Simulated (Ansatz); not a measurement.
Input and output for Tl (beta tin type): DFT, PBE, PAW with Ansatz's default frozen-core files, scalar-relativistic (Ansatz 0.2.0). This run: shape and atoms relaxed at 0.68 of the base cell's volume.

The cell comes from a relaxation on PAW files under the same functional, begun from a prototype that needn't be the stable phase.

Command: `ansatz run input.yaml --threads 1 --pin off --max-ram 2048MiB --backend cpu --events-out ev --progress --plain --runs-dir out` It took 17 s on 1 thread of Arm Neoverse V1, on a shared host, peak memory 0.41 GiB.

```yaml
crystal:
  lattice:
    - [-2.7675539444, 2.7675539444, 1.479767997]
    - [2.7675539444, -2.7675539444, 1.479767997]
    - [2.7675539444, 2.7675539444, -1.479767997]
  atoms:
    - { symbol: Tl, position: [-0.375, -0.125, -0.25] }
    - { symbol: Tl, position: [0.375, 0.125, 0.25] }
kpoints:
  mp_grid: { grid: [13, 13, 13] }
scf:
  occupations: { method: fermi_dirac, width: 0.08 }
hamiltonian:
  xc: pbe
  pseudopotentials: { kind: paw }
output:
  forces: true
  stress: true
relax:
  f_tol: 0.005
  max_steps: 30
  cell: { stress_tol: 0.23, fix: [volume] }
```

Output:

```
Engine: ansatz 0.2.0
Pseudopotentials: kind: paw
Pseudopotential: Tl, paw, valence charge 13, recommended cutoff 420 eV (normal), Tl.paw.azcp
Functional definition: PBE
  parameter kappa = 0.804
  parameter beta = 0.06672455060314922
  exchange = pbe_x(kappa = kappa, mu = beta*pi^2/3)
  correlation = pbe_c(beta = beta)
Crystal: 2 atoms, lattice volume = 45.336 Å³
Basis set: ecut = 420 eV, 869 PW (Γ), exchange–correlation on 60×60×60 points (8 copies of the dense FFT grid, shifted against one another)
Bands: 17, of which v1, the nominal top of the filled ones, is band 13 counted from 1 (12 counted from 0)
Symmetry: 16 space group operations
Space group: I41/amd (ITA 141), of the structure as read, at distance tolerance 3.6e-5 Å
k-points: 196 of 2197
Non-local potential: Tl, projectors of the file, l = 0: 2, l = 1: 2, l = 2: 2, l = 3: 1
PAW form: soft (Blöchl's): semilocal exchange-correlation on the pseudo side does not see the compensation charge
PAW one-centre angular grid: Tl, 590 points (default); XC on 64 Gauss nodes
Initial density: superposition of atomic densities (neutral atoms: chi_scale 0, normalization atom), corrected by the library's trained network
Initial wavefunctions: pseudopotential atomic-orbital guess
Functional: x = pbe(κ = 0.804, μ = 0.2195149727645171), c = pbe(β = 0.06672455060314922)
SCF iter   1: F=—  HF=-22887.017637 eV  |F-HF|=—  |Δ(HF+E_count)|=         —  Δρ=1.04e-3  dr2=2.88e-4  ethr=1.77e-3  ⟨swp⟩=5.8  Hψ=17714  notcnv=0
preconditioner: auto → Kerker (q_TF=auto, 2.487 Å⁻¹)  [metal: Δε(μ)=0.023 eV  Ē_g=15.356 eV  σ=0.080 eV  W_gap=0.07  n_scr=16 (ndim 8)  ℏωp=28.1 eV  f_vac=0.000  D(μ)=0.88/eV (n_scr^D=4)]
SCF iter   2: F=—  HF=-22887.016636 eV  |F-HF|=—  |Δ(HF+E_count)|=   1.00e-3  Δρ=5.29e-4  dr2=6.13e-5  ethr=1.11e-6  ⟨swp⟩=2.3  Hψ=6814  notcnv=0
SCF iter   3: F=—  HF=-22887.016690 eV  |F-HF|=—  |Δ(HF+E_count)|=   5.38e-5  Δρ=1.80e-4  dr2=9.23e-6  ethr=2.36e-7  ⟨swp⟩=2.5  Hψ=5323  notcnv=0
SCF iter   4: F=—  HF=-22887.016696 eV  |F-HF|=—  |Δ(HF+E_count)|=   5.88e-6  Δρ=2.60e-5  dr2=1.87e-7  ethr=3.55e-8  ⟨swp⟩=2.9  Hψ=5639  notcnv=0
iter 5 did not close the SCF: its close was put off for the readings that it lacked (scf_convergence_deferred on its scf_iter line)
SCF iter   5: F=-22887.016696 eV  HF=-22887.016696 eV  |F-HF|=2.93e-9  |Δ(HF+E_count)|=   1.31e-7  Δρ=4.66e-6  dr2=8.02e-9  ethr=7.19e-10  ⟨swp⟩=2.9  Hψ=5879  notcnv=0
SCF iter   6: F=-22887.016696 eV  HF=-22887.016696 eV  |F-HF|=4.37e-11  |Δ(HF+E_count)|=   3.42e-9  Δρ=8.75e-7  dr2=4.63e-10  ethr=3.09e-11  ⟨swp⟩=1.9  Hψ=9981  notcnv=0
SCF 1 converged in 6 iterations: F = -22887.016696 eV  dr2 = 4.63e-10
  greatest PAW one-centre occupation: 0.961 electrons in one spin orbital (limit 2), on the Tl atom at site 1 (counted from 0), in its partial waves of l = 2
relax step   1: F+E_penalty+E_count = -22887.01669629 eV  Δ(F+E_penalty+E_count) = +0.000e0 eV  max|allowed force component| = 1.735e-18 eV/Å  Δτ_max = 0.0000 Å  P = +25.240 GPa  Ω = 45.336 Å³  fix = [volume]  reactions: volume +25.240 GPa  (6 SCF iters, dr2 threshold 1.00e-7 eV, accepted)
Initial density: handed on by an earlier stage of this run
Initial wavefunctions: pseudopotential atomic-orbital guess (no wavefunctions were taken with the density)
iter 1 solved again at ethr=3.91e-8 eV; its pass at ethr=3.10e-3 eV (dr2=1.02e-5 eV) is discarded
SCF iter   1: F=—  HF=-22887.016692 eV  |F-HF|=—  |Δ(HF+E_count)|=         —  Δρ=8.85e-7  dr2=4.81e-10  ethr=3.91e-8  ⟨swp⟩=3.0  Hψ=26951  notcnv=0
eigensolver tolerance schedule: the retry pair's looser diagonalisation over-reported the residual by 21121.56 of it (diagonalisation noise at 0.36 of the residual, at the tolerance the schedule requests for it); recorded, not acted on — ethr = c·dr2/N_el stays at c = 1.0e-1
preconditioner: auto → Kerker (q_TF=auto, 2.487 Å⁻¹)  [metal: Δε(μ)=0.024 eV  Ē_g=15.351 eV  σ=0.080 eV  W_gap=0.07  n_scr=16 (ndim 8)  ℏωp=28.1 eV  f_vac=0.000  D(μ)=0.89/eV (n_scr^D=4)]
SCF iter   2: F=—  HF=-22887.016696 eV  |F-HF|=—  |Δ(HF+E_count)|=   4.14e-6  Δρ=6.01e-7  dr2=2.04e-10  ethr=1.63e-12  ⟨swp⟩=2.9  Hψ=14457  notcnv=0
SCF iter   3: F=-22887.016696 eV  HF=-22887.016696 eV  |F-HF|=1.09e-11  |Δ(HF+E_count)|=  4.37e-11  Δρ=1.73e-7  dr2=1.88e-11  ethr=1.00e-12  ⟨swp⟩=2.0  Hψ=10508  notcnv=0
SCF 2 converged in 3 iterations: F = -22887.016696 eV  dr2 = 1.88e-11
relax step   2: F+E_penalty+E_count = -22887.01669629 eV  Δ(F+E_penalty+E_count) = -8.367e-11 eV  max|allowed force component| = 1.735e-17 eV/Å  Δτ_max = 0.0000 Å  P = +25.240 GPa  Ω = 45.336 Å³  fix = [volume]  reactions: volume +25.240 GPa  stress off target by 1.76e-1 GPa on what of the cell is left free  SCF on the basis re-selected at this cell (its energy is not comparable with the rows above)  (3 SCF iters)
basis re-selected at this cell: Δ(F+E_penalty+E_count) = -8.367e-11 eV, ΔP = +0.000 GPa vs the last step (what re-selecting the basis moved, of the pressure what is left beyond the Pulay correction that the steps carried, after the strain that the cell walked since its last selection, with what the two solves' SCF thresholds leave and, on support functions, any second-order correction that the steps lacked; it is no measure of the basis error at this ecutwfc). This SCF's stress stands 1.76e-1 GPa from its target on what of the cell is left free (relax.cell.stress_tol is 2.30e-1 GPa) and its largest allowed force component is 1.73e-17 eV/Å (relax.f_tol is 5.00e-3 eV/Å): within both
SCF converged after 3 iterations
Free energy (F): -22887.016696 eV
Harris-Foulkes:  -22887.016696 eV  (|F-HF|=1.09e-11)
Internal energy: -22886.998541 eV  (E = F + TS)
E sigma→0 (E₀):  -22887.007618 eV
Entropy (-TS):   -0.018156 eV (-9.078 meV/atom)
Fermi energy:    14.264551 eV
--- Per-component energies (eV) ---
  E_band       = 99.992190
  E_kinetic    = 676.340997
  E_local      = -1517.251704  (includes V_loc(G=0)·N_el)
  E_nonlocal   = 634.620584
  E_hartree    = 571.877563
  E_xc         = -464.884598
  E_vxc        = -289.267387  (∫ρ·V_xc dr)
  E_paw        = -20330.136142  (= ΣΔE_a)
  E_vpaw       = -548.205629  (= ΣTr[D̂ρ^β])
  E_aug_tail   = 0.000067  (compensation charges beyond the density's cutoff)
  E_ewald      = -2457.565309
  E_smearing   = -0.018156  (= −TS)
  E_closure    = 0.000000  (closes the sum)
  Σ components = -22887.016696   (vs F -22887.016696, Δ=0.00e0)
--- Forces (eV/Å), atoms counted from 1 ---
  atom   1  Tl     0.00000000    -0.00000000     0.00000000
  atom   2  Tl    -0.00000000     0.00000000     0.00000000
  max |Σ_I F_I| component: 0.00e0 eV/Å
--- Stress (GPa, compression-positive) ---
       25.328053      -0.000000       0.000000
       -0.000000      25.328053      -0.000000
       -0.000000       0.000000      25.063862
  P = ⅓ Tr σ = 25.2400 GPa (252.400 kbar)
--- Relaxed structure (1 steps of the walk, 1 accepted, 1 SCFs on fresh bases) ---
  F+E_penalty+E_count = -22887.01669629 eV   max|allowed force component| = 1.735e-17 eV/Å   (the final SCF, on the basis selected at the relaxed cell)
  cell:  # Å, volume = 45.3363 Å³
    - [-2.7675539444, 2.7675539444, 1.479767997]
    - [2.7675539444, -2.7675539444, 1.479767997]
    - [2.7675539444, 2.7675539444, -1.479767997]
  atoms:
    - { symbol: Tl, position: [-0.37500000000000006, -0.12499999999999999, -0.25000000000000006] }
    - { symbol: Tl, position: [0.37500000000000006, 0.12499999999999999, 0.25000000000000006] }
```

Next run (volume at 0.68 of the series' base cell), as changes to the input before:

```diff
   stress: true
-relax:
-  f_tol: 0.005
-  max_steps: 30
-  cell: { stress_tol: 0.23, fix: [volume] }
+  eigenvalues: true
+  populations: true
+  write_density: true
+  write_potential: true
+  elf: true
+  volumetric_format: npy
```

Command: `ansatz run input.yaml --threads 1 --pin off --max-ram 2048MiB --backend cpu --events-out ev --progress --plain --runs-dir out` It took 11 s on 1 thread of Arm Neoverse V1 (shared host), peak memory 0.38 GiB.

Results part of the output:

```
SCF 1 converged in 6 iterations: F = -22887.016696 eV  dr2 = 4.62e-10
  greatest PAW one-centre occupation: 0.961 electrons in one spin orbital (limit 2), on the Tl atom at site 1 (counted from 0), in its partial waves of l = 2
SCF converged after 6 iterations
Free energy (F): -22887.016696 eV
Harris-Foulkes:  -22887.016696 eV  (|F-HF|=4.37e-11)
Internal energy: -22886.998541 eV  (E = F + TS)
E sigma→0 (E₀):  -22887.007618 eV
Entropy (-TS):   -0.018156 eV (-9.078 meV/atom)
Fermi energy:    14.264557 eV
--- Per-component energies (eV) ---
  E_band       = 99.992537
  E_kinetic    = 676.340895
  E_local      = -1517.251310  (includes V_loc(G=0)·N_el)
  E_nonlocal   = 634.620439
  E_hartree    = 571.877303
  E_xc         = -464.884581
  E_vxc        = -289.267375  (∫ρ·V_xc dr)
  E_paw        = -20330.136045  (= ΣΔE_a)
  E_vpaw       = -548.205554  (= ΣTr[D̂ρ^β])
  E_aug_tail   = 0.000067  (compensation charges beyond the density's cutoff)
  E_ewald      = -2457.565309
  E_smearing   = -0.018156  (= −TS)
  E_closure    = 0.000000  (closes the sum)
  Σ components = -22887.016696   (vs F -22887.016696, Δ=0.00e0)
--- Forces (eV/Å), atoms counted from 1 ---
  atom   1  Tl     0.00000000     0.00000000     0.00000000
  atom   2  Tl     0.00000000     0.00000000     0.00000000
  max |Σ_I F_I| component: 0.00e0 eV/Å
--- Stress (GPa, compression-positive) ---
       25.328035       0.000000       0.000000
        0.000000      25.328035       0.000000
        0.000000      -0.000000      25.063848
  P = ⅓ Tr σ = 25.2400 GPa (252.400 kbar)
--- Band table (eV; the first three rows and the last of 196) ---
  k-point 0: bands = ["1.0621", "1.3096", "1.4345", "1.4467", "2.1734", "2.5613", "2.5613", "2.5957", "2.5957", "2.9865", "3.4334", "12.7744", "13.5596", "13.5596", "19.8737", "23.4364", "23.4364"]
  k-point 1: bands = ["1.0822", "1.3346", "1.4278", "1.4403", "2.2370", "2.5503", "2.5687", "2.6036", "2.6062", "2.9698", "3.3982", "11.7681", "13.6744", "14.4557", "20.1127", "23.0213", "23.1441"]
  k-point 2: bands = ["1.1421", "1.4021", "1.4158", "1.4221", "2.4102", "2.5133", "2.5889", "2.6264", "2.6418", "2.9328", "3.3033", "10.4376", "14.0108", "15.4454", "20.8411", "22.1188", "22.4024"]
  k-point 195: bands = ["1.3948", "1.3954", "1.5675", "1.5977", "2.3470", "2.3742", "2.5970", "2.6017", "2.6371", "2.6445", "7.6390", "8.0794", "9.8065", "10.2427", "23.0782", "23.0795", "27.6165"]
--- Löwdin populations: 2 sites ---
  site symbol       q [e]
     0     Tl     12.9726
     1     Tl     12.9726
  spilling = 0.002109 (of n_electrons = 26.000000)
```

Next run (shape and atoms relaxed at 0.6 of the base cell's volume), as changes to the input before:

```diff
   lattice:
-    - [-2.7675539444, 2.7675539444, 1.479767997]
-    - [2.7675539444, -2.7675539444, 1.479767997]
-    - [2.7675539444, 2.7675539444, -1.479767997]
+    - [-2.6544642092, 2.6544642092, 1.4193006766]
+    - [2.6544642092, -2.6544642092, 1.4193006766]
+    - [2.6544642092, 2.6544642092, -1.4193006766]
   atoms:
   stress: true
-  eigenvalues: true
-  populations: true
   write_density: true
   volumetric_format: npy
+relax:
+  f_tol: 0.005
+  max_steps: 30
+  cell: { stress_tol: 0.35, fix: [volume] }
```

Results part of the output:

```
basis re-selected at this cell: Δ(F+E_penalty+E_count) = -3.638e-11 eV, ΔP = -0.000 GPa vs the last step (what re-selecting the basis moved, of the pressure what is left beyond the Pulay correction that the steps carried, after the strain that the cell walked since its last selection, with what the two solves' SCF thresholds leave and, on support functions, any second-order correction that the steps lacked; it is no measure of the basis error at this ecutwfc). This SCF's stress stands 2.22e-1 GPa from its target on what of the cell is left free (relax.cell.stress_tol is 3.50e-1 GPa) and its largest allowed force component is 3.47e-18 eV/Å (relax.f_tol is 5.00e-3 eV/Å): within both
SCF converged after 3 iterations
Free energy (F): -22885.851929 eV
Harris-Foulkes:  -22885.851929 eV  (|F-HF|=0.00e0)
Internal energy: -22885.835482 eV  (E = F + TS)
E sigma→0 (E₀):  -22885.843705 eV
Entropy (-TS):   -0.016447 eV (-8.224 meV/atom)
Fermi energy:    16.760929 eV
--- Per-component energies (eV) ---
  E_band       = 154.813912
  E_kinetic    = 681.992228
  E_local      = -1364.819256  (includes V_loc(G=0)·N_el)
  E_nonlocal   = 635.254647
  E_hartree    = 522.066232
  E_xc         = -466.925369
  E_vxc        = -292.129209  (∫ρ·V_xc dr)
  E_paw        = -20331.137590  (= ΣΔE_a)
  E_vpaw       = -549.617089  (= ΣTr[D̂ρ^β])
  E_aug_tail   = 0.000068  (compensation charges beyond the density's cutoff)
  E_ewald      = -2562.266441
  E_smearing   = -0.016447  (= −TS)
  E_closure    = 0.000000  (closes the sum)
  Σ components = -22885.851929   (vs F -22885.851929, Δ=0.00e0)
--- Forces (eV/Å), atoms counted from 1 ---
  atom   1  Tl     0.00000000     0.00000000     0.00000000
  atom   2  Tl    -0.00000000     0.00000000     0.00000000
  max |Σ_I F_I| component: 1.56e-17 eV/Å
--- Stress (GPa, compression-positive) ---
       47.205855       0.000000       0.000000
        0.000000      47.205855       0.000000
        0.000000      -0.000000      46.872997
  P = ⅓ Tr σ = 47.0949 GPa (470.949 kbar)
--- Band table (eV; the first three rows and the last of 196) ---
  k-point 0: bands = ["2.8434", "3.0898", "3.2800", "3.3269", "3.4514", "4.7857", "4.7857", "4.8285", "4.8285", "5.3569", "5.9254", "15.7600", "15.7600", "16.0413", "22.7120", "26.4612", "26.4612"]
  k-point 1: bands = ["2.8685", "3.1224", "3.2717", "3.3169", "3.5273", "4.7717", "4.7950", "4.8388", "4.8390", "5.3338", "5.8752", "14.3729", "15.8995", "17.3077", "22.9569", "26.0556", "26.1806"]
  k-point 2: bands = ["2.9436", "3.2154", "3.2522", "3.2893", "3.7509", "4.7241", "4.8202", "4.8640", "4.8692", "5.2728", "5.7416", "12.8435", "16.3045", "18.4447", "23.7229", "25.1484", "25.4600"]
  k-point 195: bands = ["3.2485", "3.2494", "3.3753", "3.4133", "4.5009", "4.5393", "4.8373", "4.8415", "4.8878", "4.8972", "9.9127", "10.6408", "11.5253", "12.2434", "26.2728", "26.2766", "30.5682"]
--- Relaxed structure (1 steps of the walk, 1 accepted, 1 SCFs on fresh bases) ---
  F+E_penalty+E_count = -22885.85192904 eV   max|allowed force component| = 3.469e-18 eV/Å   (the final SCF, on the basis selected at the relaxed cell)
  cell:  # Å, volume = 40.0026 Å³
    - [-2.6544642092, 2.6544642092, 1.4193006766]
    - [2.6544642092, -2.6544642092, 1.4193006766]
    - [2.6544642092, 2.6544642092, -1.4193006766]
  atoms:
    - { symbol: Tl, position: [-0.375, -0.12500000000000003, -0.25] }
    - { symbol: Tl, position: [0.375, 0.12500000000000003, 0.25] }
```

Next run (volume at 0.6 of the series' base cell), as changes to the input before:

```diff
   stress: true
+  eigenvalues: true
+  populations: true
   write_density: true
   volumetric_format: npy
-relax:
-  f_tol: 0.005
-  max_steps: 30
-  cell: { stress_tol: 0.35, fix: [volume] }
```

Results part of the output:

```
SCF 1 converged in 6 iterations: F = -22885.851929 eV  dr2 = 3.57e-10
  greatest PAW one-centre occupation: 0.960 electrons in one spin orbital (limit 2), on the Tl atom at site 1 (counted from 0), in its partial waves of l = 2
SCF converged after 6 iterations
Free energy (F): -22885.851929 eV
Harris-Foulkes:  -22885.851929 eV  (|F-HF|=2.44e-10)
Internal energy: -22885.835482 eV  (E = F + TS)
E sigma→0 (E₀):  -22885.843705 eV
Entropy (-TS):   -0.016447 eV (-8.224 meV/atom)
Fermi energy:    16.760926 eV
--- Per-component energies (eV) ---
  E_band       = 154.813758
  E_kinetic    = 681.992267
  E_local      = -1364.819407  (includes V_loc(G=0)·N_el)
  E_nonlocal   = 635.254704
  E_hartree    = 522.066329
  E_xc         = -466.925377
  E_vxc        = -292.129215  (∫ρ·V_xc dr)
  E_paw        = -20331.137625  (= ΣΔE_a)
  E_vpaw       = -549.617078  (= ΣTr[D̂ρ^β])
  E_aug_tail   = 0.000068  (compensation charges beyond the density's cutoff)
  E_ewald      = -2562.266441
  E_smearing   = -0.016447  (= −TS)
  E_closure    = -0.000000  (closes the sum)
  Σ components = -22885.851929   (vs F -22885.851929, Δ=0.00e0)
--- Forces (eV/Å), atoms counted from 1 ---
  atom   1  Tl    -0.00000000    -0.00000000     0.00000000
  atom   2  Tl     0.00000000     0.00000000     0.00000000
  max |Σ_I F_I| component: 1.73e-18 eV/Å
--- Stress (GPa, compression-positive) ---
       47.205870       0.000000       0.000000
        0.000000      47.205870       0.000000
       -0.000000      -0.000000      46.873016
  P = ⅓ Tr σ = 47.0949 GPa (470.949 kbar)
--- Band table (eV; the first three rows and the last of 196) ---
  k-point 0: bands = ["2.8434", "3.0898", "3.2800", "3.3269", "3.4514", "4.7857", "4.7857", "4.8285", "4.8285", "5.3569", "5.9254", "15.7600", "15.7600", "16.0413", "22.7120", "26.4612", "26.4612"]
  k-point 1: bands = ["2.8685", "3.1224", "3.2716", "3.3169", "3.5273", "4.7717", "4.7950", "4.8388", "4.8390", "5.3338", "5.8752", "14.3729", "15.8995", "17.3077", "22.9569", "26.0556", "26.1806"]
  k-point 2: bands = ["2.9436", "3.2153", "3.2522", "3.2893", "3.7509", "4.7241", "4.8202", "4.8640", "4.8692", "5.2728", "5.7416", "12.8435", "16.3045", "18.4447", "23.7228", "25.1484", "25.4600"]
  k-point 195: bands = ["3.2485", "3.2494", "3.3753", "3.4133", "4.5009", "4.5393", "4.8373", "4.8415", "4.8878", "4.8972", "9.9127", "10.6408", "11.5253", "12.2434", "26.2728", "26.2766", "30.5682"]
--- Löwdin populations: 2 sites ---
  site symbol       q [e]
     0     Tl     12.9660
     1     Tl     12.9660
  spilling = 0.002615 (of n_electrons = 26.000000)
```

Next run (shape and atoms relaxed at 0.52 of the base cell's volume), as changes to the input before:

```diff
   lattice:
-    - [-2.6544642092, 2.6544642092, 1.4193006766]
-    - [2.6544642092, -2.6544642092, 1.4193006766]
-    - [2.6544642092, 2.6544642092, -1.4193006766]
+    - [-2.5308179444, 2.5308179444, 1.3531889442]
+    - [2.5308179444, -2.5308179444, 1.3531889442]
+    - [2.5308179444, 2.5308179444, -1.3531889442]
   atoms:
   stress: true
-  eigenvalues: true
-  populations: true
-  write_density: true
-  write_potential: true
-  elf: true
-  volumetric_format: npy
+relax:
+  f_tol: 0.005
+  max_steps: 30
+  cell: { stress_tol: 0.49, fix: [volume] }
```

Results part of the output:

```
basis re-selected at this cell: Δ(F+E_penalty+E_count) = -2.074e-10 eV, ΔP = -0.000 GPa vs the last step (what re-selecting the basis moved, of the pressure what is left beyond the Pulay correction that the steps carried, after the strain that the cell walked since its last selection, with what the two solves' SCF thresholds leave and, on support functions, any second-order correction that the steps lacked; it is no measure of the basis error at this ecutwfc). This SCF's stress stands 4.03e-1 GPa from its target on what of the cell is left free (relax.cell.stress_tol is 4.90e-1 GPa) and its largest allowed force component is 0.00e0 eV/Å (relax.f_tol is 5.00e-3 eV/Å): within both
SCF converged after 3 iterations
Free energy (F): -22883.648994 eV
Harris-Foulkes:  -22883.648994 eV  (|F-HF|=7.28e-12)
Internal energy: -22883.633114 eV  (E = F + TS)
E sigma→0 (E₀):  -22883.641054 eV
Entropy (-TS):   -0.015880 eV (-7.940 meV/atom)
Fermi energy:    20.106010 eV
--- Per-component energies (eV) ---
  E_band       = 225.606938
  E_kinetic    = 690.487491
  E_local      = -1187.924515  (includes V_loc(G=0)·N_el)
  E_nonlocal   = 636.647871
  E_hartree    = 466.954861
  E_xc         = -470.041313
  E_vxc        = -296.365050  (∫ρ·V_xc dr)
  E_paw        = -20332.308414  (= ΣΔE_a)
  E_vpaw       = -551.148702  (= ΣTr[D̂ρ^β])
  E_aug_tail   = 0.000067  (compensation charges beyond the density's cutoff)
  E_ewald      = -2687.449162
  E_smearing   = -0.015880  (= −TS)
  E_closure    = 0.000000  (closes the sum)
  Σ components = -22883.648994   (vs F -22883.648994, Δ=0.00e0)
--- Forces (eV/Å), atoms counted from 1 ---
  atom   1  Tl     0.00000000     0.00000000     0.00000000
  atom   2  Tl     0.00000000     0.00000000     0.00000000
  max |Σ_I F_I| component: 0.00e0 eV/Å
--- Stress (GPa, compression-positive) ---
       90.473767       0.000000       0.000000
        0.000000      90.473767      -0.000000
        0.000000      -0.000000      89.868897
  P = ⅓ Tr σ = 90.2721 GPa (902.721 kbar)
--- Relaxed structure (1 steps of the walk, 1 accepted, 1 SCFs on fresh bases) ---
  F+E_penalty+E_count = -22883.64899427 eV   max|allowed force component| = 0.000e0 eV/Å   (the final SCF, on the basis selected at the relaxed cell)
  cell:  # Å, volume = 34.6689 Å³
    - [-2.5308179444, 2.5308179444, 1.3531889442]
    - [2.5308179444, -2.5308179444, 1.3531889442]
    - [2.5308179444, 2.5308179444, -1.3531889442]
  atoms:
    - { symbol: Tl, position: [-0.375, -0.125, -0.25] }
    - { symbol: Tl, position: [0.375, 0.125, 0.25] }
```

Spin–orbit coupling is left out, which matters for the heavy atoms. The structure type is held throughout; the real material can change phase at far lower pressure.
